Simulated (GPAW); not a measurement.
Input of a GPAW 26.7.0 run:

Contents of run.py:

```python
from ase.eos import EquationOfState
from ase.io import Trajectory, read
from ase.units import GPa
from gpaw import GPAW, PW

atoms = read('Nb.xyz')

traj = Trajectory('eos.traj', 'w')
volumes, energies = [], []
for x in [0.94, 0.96, 0.98, 1.0, 1.02, 1.04, 1.06]:
    a = atoms.copy()
    a.set_cell(atoms.cell * x**(1 / 3), scale_atoms=True)
    calc = GPAW(mode=PW(600),
                xc='PBE',
                kpts={'size': (11, 11, 11), 'gamma': True},
                occupations={'name': 'fermi-dirac', 'width': 0.05},
                nbands=15,
                convergence={'density': 1e-05, 'energy': 1e-05},
                maxiter=150,
                txt=f'eos-{x:.2f}.txt')
    a.calc = calc
    energies.append(a.get_potential_energy(force_consistent=True))
    volumes.append(a.get_volume())
    p = -a.get_stress()[:3].mean() / GPa
    calc.write(f'eos-{x:.2f}.gpw')
    traj.write(a)
    print(f'{x:.2f} {volumes[-1]:10.4f} A^3 {energies[-1]:14.6f} eV {p:9.3f} GPa', flush=True)

v0, e0, B = EquationOfState(volumes, energies, eos='birchmurnaghan').fit()
print(f'V0 = {v0:.4f} A^3, E0 = {e0:.6f} eV, B0 = {B / GPa:.2f} GPa')
```

Contents of Nb.xyz:

```xyz
1
Lattice="-1.6639500000 1.6639500000 1.6639500000 1.6639500000 -1.6639500000 1.6639500000 1.6639500000 1.6639500000 -1.6639500000" Properties=species:S:1:pos:R:3 pbc="T T T"
Nb     0.0000000000      0.0000000000      0.0000000000
```

Potentials or basis: GPAW PAW data sets (gpaw-data 1.2.1), pw.

The run is started by

```console
$ OMP_NUM_THREADS=1 python run.py
```

(1) What does it give for the pressure derivative of the bulk modulus?

(2) Estimate the equilibrium volume.

(3) Estimate the bulk modulus.

## Answers

(1) 3.4.

(2) 18.14 Å³/atom.

(3) 172 GPa.

**Experimental background.**

From “Pressure effects on the electronic structure and superconductivity of (TaNb)0.67(HfZrTi)0.33 high entropy alloy”, 2019, arxiv:1910.08312, for a bulk crystal of Nb: bulk modulus 169 GPa.

A measured bulk modulus of Nb is 169 GPa (quoted in “Pressure effects on the electronic structure and superconductivity of (TaNb)0.67(HfZrTi)0.33 high entropy alloy”, 2019, arxiv:1910.08312); the calculated 172 GPa misses it by +1.7 %. The fit is for a static lattice scaled at fixed shape and fixed fractional positions.
